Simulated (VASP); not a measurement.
# Sb (Fm-3m) in VASP: notebook

The runs below take Sb through single point, with r2SCAN.

Everything below comes from runs of VASP 6.6.1. Logs are shortened: lines on timing, memory, paths and dates and some standing lists are left out, and cuts for length are marked.

### Step 1. Starting point

Symmetry: Fm-3m, No. 225, cubic system. Conventional cell: a = 4.742 Å, b = 4.742 Å, c = 4.742 Å, α = 90.00°, β = 90.00°, γ = 90.00°. Around Sb (site symmetry m-3m) lie 12 Sb at 3.35 Å.

This isn't the form of Sb at room conditions, which is rhombohedral.

### Step 2. Single point, r2SCAN

INCAR reads:

```
SYSTEM = Sb
  PREC = Accurate
  ENCUT = 700
  EDIFF = 1E-6
  ISMEAR = 0
  SIGMA = 0.05
  LREAL = .FALSE.
  LASPH = .TRUE.
  NELM = 100
  ALGO = Normal
  ISIF = 2
  LWAVE = .FALSE.
  LCHARG = .FALSE.
  METAGGA = R2SCAN
  LMIXTAU = .TRUE.
  NBANDS = 8
  ADDGRID = .FALSE.
```

KPOINTS reads:

```
regular mesh
0
G
  7 7 7
  0 0 0
```

POSCAR reads:

```
Sb
1.0
    0.0000000000      2.3712425216      2.3712425216
    2.3712425216      0.0000000000      2.3712425216
    2.3712425216      2.3712425216      0.0000000000
Sb
1
Direct
    0.0000000000      0.0000000000      0.0000000000
```

Potentials or basis: VASP PAW PBE potentials, release 64 (Sb).

Launch:

```console
> cat potpaw_PBE.64/Sb/POTCAR > POTCAR
> mpirun -np 1 vasp_std > vasp.out
```

OUTCAR:

```text
SYSTEM = Sb
   PREC = Accurate
   ENCUT = 700
   EDIFF = 1E-6
   ISMEAR = 0
   LREAL = .FALSE.
   LASPH = .TRUE.
   NELM = 100
   ISIF = 2
   METAGGA = R2SCAN

 Found     20 irreducible k-points:

 Following reciprocal coordinates:
            Coordinates               Weight
  0.000000  0.000000  0.000000      1.000000
  0.142857  0.000000  0.000000      8.000000
  0.285714  0.000000  0.000000      8.000000
  0.428571  0.000000  0.000000      8.000000
  0.142857  0.142857  0.000000      6.000000
  0.285714  0.142857  0.000000     24.000000
   k-points           NKPTS =     20   k-points in BZ     NKDIM =     20   number of bands    NBANDS=      8
   number of dos      NEDOS =    301   number of ions     NIONS =      1
   total plane-waves  NPLWV =  27000
   dimension x,y,z NGX =    30 NGY =   30 NGZ =   30
   dimension x,y,z NGXF=    60 NGYF=   60 NGZF=   60
   ions per type =               1
   NGX,Y,Z   is equivalent  to a cutoff of  14.87, 14.87, 14.87 a.u.
   NGXF,Y,Z  is equivalent  to a cutoff of  29.74, 29.74, 29.74 a.u.
 SYSTEM =  Sb
   PREC   = accura    normal or accurate (medium, high low for compatibility)
   ISTART =      0    job   : 0-new  1-cont  2-samecut
   ICHARG =      2    charge: 1-file 2-atom 10-const
   ISPIN  =      1    spin polarized calculation?
   LNONCOLLINEAR =      F non collinear calculations
   LSORBIT =      F    spin-orbit coupling
   LASPH  =      T    aspherical Exc in radial PAW
   ENCUT  =  700.0 eV  51.45 Ry    7.17 a.u.   7.23  7.23  7.23*2*pi/ulx,y,z
   NELM   =    100;   NELMIN=  2; NELMDL= -5     # of ELM steps
   EDIFF  = 0.1E-05   stopping-criterion for ELM
   LREAL  =      F    real-space projection
   EDIFFG = 0.1E-04   stopping-criterion for IOM
   NSW    =      0    number of steps for IOM
   IBRION =     -1    ionic relax: 0-MD 1-quasi-New 2-CG
   NFREE  =      0    steps in history (QN), initial steepest desc. (CG)
   ISIF   =      2    stress and relaxation
   ISYM   =      2    0-nonsym 1-usesym 2-fastsym
   POTIM  = 0.5000    time-step for ionic-motion
   TEBEG  =    0.0;   TEEND  =   0.0 temperature during run
   PSTRESS=    0.0 pullay stress
   NELECT =       5.0000    total number of electrons
   NUPDOWN=      -1.0000    fix difference up-down
   EMIN   =  10.00;   EMAX   =-10.00  energy-range for DOS
   EFERMI =   0.00;   METHOD = LEGACY
   ISMEAR =     0;   SIGMA  =   0.05  broadening in eV -4-tet -1-fermi 0-gaus
   EFERMI_NEDOS =   21; number of points for ismear=-14 and -15
   IALGO  =     38    algorithm
   IMIX   =      4    mixing-type and parameters
     AMIX     =   0.40;   BMIX     =  1.00
     AMIX_MAG =   1.60;   BMIX_MAG =  1.00
  volume/ion in A,a.u.               =      26.67       179.95
  Fermi-wavevector in a.u.,A,eV,Ry     =   0.937013  1.770697 11.945820  0.877993
  Thomas-Fermi vector in A             =   2.064081
   LORBIT       =      0    0 simple, 1 ext, 2 COOP (PROOUT), +10 PAW based schemes
   METAGGA = R2SCAN    functional components
   LHFCALC =     F    Hartree Fock is set to
   AEXX    =    0.0000 exact exchange contribution
   IVDW    =     0    specifies the selected vdW correction
   LEPSILON=     F    determine dielectric tensor
   LRPA    =     F    only Hartree local field effects (RPA)
 non-spin polarized calculation
 Gauss-broadening in eV      SIGMA  =   0.05
  energy-cutoff  :      700.00
  volume of cell :       26.67
 maximum number of plane-waves:      1139
 NGX is ok and might be reduce to    30
   NGX = 15   NGY = 15   NGZ = 15

 number of electron       5.0000000 magnetization

 Free energy of the ion-electron system (eV)
  ---------------------------------------------------
  ext. energy  EPLUGINS =         0.00000000
  ---------------------------------------------------
  free energy    TOTEN  =       -25.21115358 eV

  energy without entropy =      -25.20570398  energy(sigma->0) =      -25.20842878

 E-fermi :   8.3379     XC(G=0): -10.8872

 val. band max:        8.3357112333   @ k =   0.4286   0.2857   0.0000
 cond. band min:       8.3559856654   @ k =   0.2857   0.1429   0.0000
 fundamental gap:      0.0202744321
 Fermi energy:         8.3378595125

 k-point     1 :       0.0000    0.0000    0.0000
  band No.  band energies     occupation
      1      -5.0766      2.00000
      2      14.2981      0.00000
      3      14.2981      0.00000
      4      14.2981      0.00000
      5      19.0332      0.00000
      6      19.0332      0.00000
      7      19.0332      0.00000
      8      19.6129      0.00000

 k-point     2 :       0.1429    0.0000    0.0000
  band No.  band energies     occupation
      1      -4.6448      2.00000
      2      11.1817      0.00000
      3      13.7877      0.00000
      4      13.7877      0.00000
      5      17.8559      0.00000
      6      19.7895      0.00000
      7      19.7895      0.00000
      8      21.8864      0.00000

 k-point     3 :       0.2857    0.0000    0.0000
  band No.  band energies     occupation
      1      -3.3749      2.00000
      2       6.7015      2.00000
      3      12.9886      0.00000
      4      12.9886      0.00000
      5      17.3915      0.00000
      6      19.1954      0.00000
      7      19.1954      0.00000
      8      20.6891      0.00000

 k-point     4 :       0.4286    0.0000    0.0000
  band No.  band energies     occupation
      1      -1.5207      2.00000
      2       3.1134      2.00000
      3      12.5134      0.00000
      4      12.5134      0.00000
      5      17.3845      0.00000
      6      18.2849      0.00000
      7      18.2849      0.00000
      8      19.3124      0.00000

 k-point     5 :       0.1429    0.1429    0.0000
  band No.  band energies     occupation
      1      -4.5002      2.00000
      2      12.3833      0.00000
      3      12.5279      0.00000
      4      12.5279      0.00000
      5      16.4147      0.00000
      6      18.9800      0.00000
      7      21.3095      0.00000
      8      21.3095      0.00000

 k-point     6 :       0.2857    0.1429    0.0000
  band No.  band energies     occupation
      1      -3.5051      2.00000
      2       8.3560      0.60817
      3      11.5539      0.00000
      4      11.9357      0.00000
      5      16.3462      0.00000
      6      18.0637      0.00000
      7      21.3842      0.00000
      8      21.6971      0.00000

 [... further k-points ...]

------------------------ aborting loop because EDIFF is reached ----------------------------------------

  FORCE on cell =-STRESS in cart. coord.  units (eV):
  Direction    XX          YY          ZZ          XY          YZ          ZX
  --------------------------------------------------------------------------------------
  -------------------------------------------------------------------------------------
  Total       -0.0229035     -0.0229035     -0.0229035     -0.0000000      0.0000000     -0.0000000
  in kB       -1.3761143     -1.3761143     -1.3761143     -0.0000000      0.0000000     -0.0000000
  external PRESSURE =      -1.3761143 kB  Pullay stress =       0.0000000 kB

 VOLUME and BASIS-vectors are now :
 -----------------------------------------------------------------------------
  energy-cutoff  :      700.00
  volume of cell :       26.67
      direct lattice vectors                 reciprocal lattice vectors
     0.000000000  2.371242522  2.371242522    -0.210859916  0.210859916  0.210859916
     2.371242522  0.000000000  2.371242522     0.210859916 -0.210859916  0.210859916
     2.371242522  2.371242522  0.000000000     0.210859916  0.210859916 -0.210859916

 POSITION                                       TOTAL-FORCE (eV/Angst)
 -----------------------------------------------------------------------------------
      0.00000      0.00000      0.00000        -0.000000      0.000000      0.000000
 -----------------------------------------------------------------------------------
    total drift:                               -0.000000     -0.000000     -0.000000

  FREE ENERGIE OF THE ION-ELECTRON SYSTEM (eV)
  ---------------------------------------------------
  free  energy   TOTEN  =       -25.2111535770 eV

  energy  without entropy=      -25.2057039839  energy(sigma->0) =      -25.20842878
```

Wall time 39 s (1 thread of Intel Xeon Platinum 8559C (Emerald Rapids), shared host); peak memory 0.17 GiB.

The run converged, but some of its settings lie outside the range that counts as converged, so its numbers aren't taken as properties of the crystal.

Results:

* Free energy: -25.2112 eV
* Pressure: -0.1 GPa
* Band gap on the k mesh: none (metal or under the smearing width)

Caveat: the PAW data sets were made with another functional, which shifts forces and pressure a little.

### Step 3. Single point, r2SCAN

INCAR, as its differences from that of step 2:

```diff
@@ -2,3 +2,3 @@
   PREC = Accurate
-  ENCUT = 700
+  ENCUT = 550
   EDIFF = 1E-6
```

KPOINTS reads:

```
regular mesh
0
G
  8 8 8
  0 0 0
```

POSCAR is that of step 2.

Potentials or basis: VASP PAW PBE potentials, release 64 (Sb).

Launch:

```console
> cat potpaw_PBE.64/Sb/POTCAR > POTCAR
> mpirun -np 1 vasp_std > vasp.out
```

Run time: 28 s. Hardware: 1 thread of Intel Xeon Platinum 8559C (Emerald Rapids), shared host; peak memory 0.16 GiB.

These settings aren't checked as converged: the numbers below hold their error.

What came out:

* Free energy: -25.2192 eV
* Pressure: 2.0 GPa
* Band gap on the k mesh: none (metal or under the smearing width)

Caveat: the PAW data sets were made with another functional, which shifts forces and pressure a little.
